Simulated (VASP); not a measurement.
## Input and output of a VASP r²SCAN single-point calculation on HfO$_{2}$ (strained fluorite)

INCAR

```
LWAVE = .FALSE.
METAGGA = R2SCAN
NELM = 120
NSW = 0
PREC = Accurate
LCHARG = .FALSE.
LASPH = .TRUE.
LREAL = .FALSE.
ISMEAR = 0
ENCUT = 520
NBANDS = 18
ISIF = 2
ALGO = Normal
SIGMA = 0.01
EDIFF = 1E-7
IBRION = -1
```

KPOINTS

```
KPOINTS created by Atomic Simulation Environment
0
Gamma
8 8 8
0 0 0
```

KPOINTS_OPT

```
special points
7
Reciprocal
0.0000000000 0.0000000000 0.0000000000 1
0.5000000000 0.0000000000 0.5000000000 1
0.6250000000 0.2500000000 0.6250000000 1
0.3750000000 0.3750000000 0.7500000000 1
0.5000000000 0.5000000000 0.5000000000 1
0.5000000000 0.2500000000 0.7500000000 1
0.0000000000 0.5000000000 0.5000000000 1
```

POSCAR

```
Hf O
 1.0000000000000000
    -0.1418349394000000    2.4885146726000000    2.4885146726000000
     2.4885146726000000   -0.1418349394000000    2.4885146726000000
     2.4885146726000000    2.4885146726000000   -0.1418349394000000
 Hf  O
   1   2
Cartesian
  0.0000000000000000  0.0000000000000000  0.0000000000000000
  1.2313548265665535  1.2313548265665535  1.2313548265665535
  3.6038395792334463  3.6038395792334463  3.6038395792334459
```

VASP ran with the recommended PBE PAW datasets (22 valence electrons in the cell).

Command

```
mpirun -np 1 vasp_std
```

OSZICAR

```
N       E                     dE             d eps       ncg     rms          rms(c)
DAV:   1     0.492256403682E+02    0.49226E+02   -0.12825E+04  2340   0.124E+03
DAV:   2    -0.764029497668E+02   -0.12563E+03   -0.12227E+03  2968   0.294E+02
DAV:   3    -0.805891843054E+02   -0.41862E+01   -0.41713E+01  2816   0.475E+01
DAV:   4    -0.806139315486E+02   -0.24747E-01   -0.24740E-01  2866   0.403E+00
DAV:   5    -0.806141065026E+02   -0.17495E-03   -0.17494E-03  2748   0.319E-01    0.493E+01
DAV:   6    -0.682249932903E+02    0.12389E+02   -0.12524E+01  2390   0.277E+01    0.375E+01
DAV:   7    -0.684182729564E+02   -0.19328E+00   -0.14314E+00  2858   0.891E+00    0.257E+01
DAV:   8    -0.685353578846E+02   -0.11708E+00   -0.10312E+00  2566   0.778E+00    0.151E+01
DAV:   9    -0.684298205199E+02    0.10554E+00   -0.61651E-01  2522   0.528E+00    0.225E+00
DAV:  10    -0.684280313160E+02    0.17892E-02   -0.26160E-02  2698   0.991E-01    0.127E+00
DAV:  11    -0.684277999415E+02    0.23137E-03   -0.36591E-03  2548   0.435E-01    0.356E-01
DAV:  12    -0.684277577319E+02    0.42210E-04   -0.16007E-04  2650   0.101E-01    0.231E-01
DAV:  13    -0.684277553353E+02    0.23966E-05   -0.15223E-05  2792   0.289E-02    0.140E-02
DAV:  14    -0.684277529728E+02    0.23625E-05   -0.13289E-05  2592   0.222E-02    0.856E-03
DAV:  15    -0.684277532428E+02   -0.27000E-06   -0.22784E-07  2596   0.412E-03    0.712E-03
DAV:  16    -0.684277531385E+02    0.10432E-06   -0.55828E-08  1472   0.161E-03    0.192E-03
DAV:  17    -0.684277530883E+02    0.50187E-07   -0.27943E-09  1412   0.464E-04
   1 F= -.68427753E+02 E0= -.68427753E+02  d E =-.470943E-38
       N       E                     dE             ncg
DAV:   1     0.178299253120E+04   -0.62371E+04      252
DAV:   2     0.947222274186E+03   -0.83577E+03      348
DAV:   3     0.921206638258E+03   -0.26016E+02      292
DAV:   4     0.921041214479E+03   -0.16542E+00      320
DAV:   5     0.921039699714E+03   -0.15148E-02      296
DAV:   6     0.921039684080E+03   -0.15634E-04      304
DAV:   7     0.921039683872E+03   -0.20815E-06      314
DAV:   8     0.921039683870E+03   -0.17767E-08      230
```

From OUTCAR

```
k-points           NKPTS =     65   k-points in BZ     NKDIM =     65   number of bands    NBANDS=     18

   NELECT =      22.0000    total number of electrons

   dimension x,y,z NGX =    28 NGY =   28 NGZ =   28
   dimension x,y,z NGXF=    56 NGYF=   56 NGZF=   56

  energy-cutoff  :      520.00
  volume of cell :       33.45
      direct lattice vectors                 reciprocal lattice vectors
    -0.141834939  2.488514673  2.488514673    -0.184512760  0.195664839  0.195664839
     2.488514673 -0.141834939  2.488514673     0.195664839 -0.184512760  0.195664839
     2.488514673  2.488514673 -0.141834939     0.195664839  0.195664839 -0.184512760

 k-points in reciprocal lattice and weights: KPOINTS created by Atomic Simulation Env
   0.00000000  0.00000000  0.00000000       0.002
   0.12500000  0.00000000 -0.00000000       0.012
   0.25000000  0.00000000 -0.00000000       0.012
   0.37500000  0.00000000  0.00000000       0.012
   0.50000000  0.00000000 -0.00000000       0.006
   0.12500000  0.12500000 -0.00000000       0.012
   0.25000000  0.12500000  0.00000000       0.023
   0.37500000  0.12500000 -0.00000000       0.023
   ...

 E-fermi :   3.7477

 k-point     1 :       0.0000    0.0000    0.0000
  band No.  band energies     occupation
      1     -27.1148      2.00000
      2     -27.1148      2.00000
      3     -27.0933      2.00000
      4     -15.8855      2.00000
      5     -13.0056      2.00000
      6      -1.6719      2.00000
      7      -1.6719      2.00000
      8      -1.3979      2.00000
      9       2.9335      2.00000
     10       3.1167      2.00000
     11       3.1167      2.00000
     12       8.0223      0.00000
     13       8.0223      0.00000
     14       9.9291      0.00000
     15      14.0592      0.00000
     16      14.0592      0.00000
     17      14.6201      0.00000
     18      16.1895      0.00000

 k-point     2 :       0.1250    0.0000   -0.0000
  band No.  band energies     occupation
      1     -27.1703      2.00000
      2     -27.1188      2.00000
      3     -27.1024      2.00000
      4     -15.7023      2.00000
      5     -13.1518      2.00000
      6      -1.5211      2.00000
      7      -1.3478      2.00000
      8      -1.2129      2.00000
      9       2.6073      2.00000
     10       2.7890      2.00000
     11       2.8411      2.00000
     12       8.2108      0.00000
     13       8.3023      0.00000
     14      10.5310      0.00000
     15      13.3944      0.00000
     16      13.7637      0.00000
     17      14.2977      0.00000
     18      16.1875      0.00000

 k-point     3 :       0.2500    0.0000   -0.0000
  band No.  band energies     occupation
      1     -27.3085      2.00000
      2     -27.1286      2.00000
      3     -27.1154      2.00000
      4     -15.2586      2.00000
      5     -13.4670      2.00000
      6      -1.1266      2.00000
      7      -0.9892      2.00000
      8      -0.3498      2.00000
      9       1.7356      2.00000
     10       2.2702      2.00000
     11       2.3698      2.00000
     12       8.4480      0.00000
     13       8.7937      0.00000
     14      11.1226      0.00000
     15      12.9228      0.00000
     16      13.2727      0.00000
     17      13.8611      0.00000
     18      16.1791      0.00000

 k-point     4 :       0.3750    0.0000    0.0000
  band No.  band energies     occupation
      1     -27.4411      2.00000
      2     -27.1383      2.00000
      3     -27.1277      2.00000
      4     -14.8331      2.00000
      5     -13.7118      2.00000
      6      -0.6907      2.00000
      7      -0.6717      2.00000
      8       0.5265      2.00000
      9       0.9770      2.00000
     10       1.7716      2.00000
     11       2.1213      2.00000
     12       8.3996      0.00000
     13       9.0243      0.00000
     14      10.6956      0.00000
     15      13.0151      0.00000
     16      13.4641      0.00000
     17      13.6765      0.00000
     18      16.1334      0.00000

 k-point     5 :       0.5000    0.0000   -0.0000
  band No.  band energies     occupation
      1     -27.4945      2.00000
      2     -27.1423      2.00000
      3     -27.1328      2.00000
      4     -14.6817      2.00000
      5     -13.7729      2.00000
      6      -0.5764      2.00000
      7      -0.4553      2.00000
      8       0.6266      2.00000
      9       0.9147      2.00000
     10       1.5708      2.00000
     11       2.0824      2.00000
     12       8.3006      0.00000
     13       9.0281      0.00000
     14      10.6450      0.00000
     15      12.9664      0.00000
     16      13.2395      0.00000
     17      13.6842      0.00000
     18      16.1558      0.00000

 k-point     6 :       0.1250    0.1250   -0.0000
  band No.  band energies     occupation
      1     -27.1745      2.00000
      2     -27.1324      2.00000
      3     -27.1147      2.00000
      4     -15.6214      2.00000
      5     -13.2180      2.00000
      6      -1.5058      2.00000
      7      -1.3687      2.00000
      8      -0.9278      2.00000
      9       1.8164      2.00000
     10       3.0183      2.00000
     11       3.1250      2.00000
     12       8.2227      0.00000
     13       8.3791      0.00000
     14      10.7496      0.00000
     15      13.4490      0.00000
     16      13.5963      0.00000
     17      14.1441      0.00000
     18      16.1867      0.00000

 k-point     7 :       0.2500    0.1250    0.0000
  band No.  band energies     occupation
      1     -27.2860      2.00000
      2     -27.1434      2.00000
      3     -27.1268      2.00000
      4     -15.2418      2.00000
      5     -13.4885      2.00000
      6      -1.1997      2.00000
      7      -1.0715      2.00000
      8      -0.1411      2.00000
      9       0.8346      2.00000
     10       2.7694      2.00000
     11       2.8655      2.00000
     12       8.4749      0.00000
     13       8.7022      0.00000
     14      11.4131      0.00000
     15      12.8053      0.00000
     16      13.1500      0.00000
     17      13.8651      0.00000
     18      16.1831      0.00000

 k-point     8 :       0.3750    0.1250   -0.0000
  band No.  band energies     occupation
      1     -27.4132      2.00000
      2     -27.1597      2.00000
      3     -27.1388      2.00000
      4     -14.7893      2.00000
      5     -13.7564      2.00000
      6      -0.8149      2.00000
      7      -0.7218      2.00000
      8       0.1404      2.00000
      9       0.8463      2.00000
     10       2.2387      2.00000
     11       2.4634      2.00000
     12       8.5276      0.00000
     13       8.9965      0.00000
     14      10.9708      0.00000
     15      12.6468      0.00000
     16      13.2475      0.00000
     17      14.0445      0.00000
     18      16.1657      0.00000

 k-point     9 :       0.5000    0.1250    0.0000
  band No.  band energies     occupation
      1     -27.4774      2.00000
      2     -27.1792      2.00000
      3     -27.1431      2.00000
      4     -14.5720      2.00000
      5     -13.8332      2.00000
      6      -0.8016      2.00000
      7      -0.4195      2.00000
      8      -0.0130      2.00000
      9       1.4825      2.00000
     10       1.8788      2.00000
     11       2.1821      2.00000
     12       8.4049      0.00000
     13       9.0832      0.00000
     14      10.6685      0.00000
     15      12.4401      0.00000
     16      13.3308      0.00000
     17      14.1634      0.00000
     18      16.1626      0.00000

 k-point    10 :      -0.3750    0.1250    0.0000
  band No.  band energies     occupation
      1     -27.4459      2.00000
      2     -27.1907      2.00000
      3     -27.1363      2.00000
      4     -14.6535      2.00000
      5     -13.7832      2.00000
      6      -0.9779      2.00000
      7      -0.3591      2.00000
      8       0.2725      2.00000
      9       1.2639      2.00000
     10       1.6150      2.00000
     11       2.4331      2.00000
     12       8.3015      0.00000
     13       9.1792      0.00000
     14      10.6802      0.00000
     15      12.3265      0.00000
     16      13.3922      0.00000
     17      14.2615      0.00000
     18      16.1649      0.00000

 k-point    11 :      -0.2500    0.1250    0.0000
  band No.  band energies     occupation
      1     -27.3381      2.00000
      2     -27.1835      2.00000
      3     -27.1232      2.00000
      4     -14.9992      2.00000
      5     -13.6111      2.00000
      6      -1.1971      2.00000
      7      -0.6599      2.00000
      8       0.4104      2.00000
      9       0.9634      2.00000
     10       1.6769      2.00000
     11       2.8622      2.00000
     12       8.2898      0.00000
     13       9.0967      0.00000
     14      11.0779      0.00000
     15      12.3280      0.00000
     16      13.5861      0.00000
     17      13.7880      0.00000
     18      16.1810      0.00000

 ...

  Total       -2.3788263     -2.3788263     -2.3788263      0.7640253      0.7640253      0.7640253
  in kB     -113.9285100   -113.9285100   -113.9285100     36.5912661     36.5912661     36.5912661
  external PRESSURE =    -113.9285100 kB  Pullay stress =       0.0000000 kB

 POSITION                                       TOTAL-FORCE (eV/Angst)
 -----------------------------------------------------------------------------------
      0.00000      0.00000      0.00000        -0.000000      0.000000      0.000000
      1.23135      1.23135      1.23135        -0.034312     -0.034312     -0.034312
      3.60384      3.60384      3.60384         0.034312      0.034312      0.034312
 -----------------------------------------------------------------------------------
    total drift:                               -0.000000     -0.000000      0.000000

  FREE ENERGIE OF THE ION-ELECTRON SYSTEM (eV)
  ---------------------------------------------------
  free  energy   TOTEN  =       -68.4277530883 eV

  energy  without entropy=      -68.4277530883  energy(sigma->0) =      -68.42775309
```

```
gap between bands v and c : 4.27 eV
least direct gap          : 4.27 eV
pressure                  : -11.4 GPa
largest force             : 0.06 eV/Å
```

Band v is the last that the valence electrons fill when counted band by band, and c is the next.

The run took about 2.2 min on one core of a shared host (Intel Xeon Platinum 8488C) and held 0.21 GiB at most.
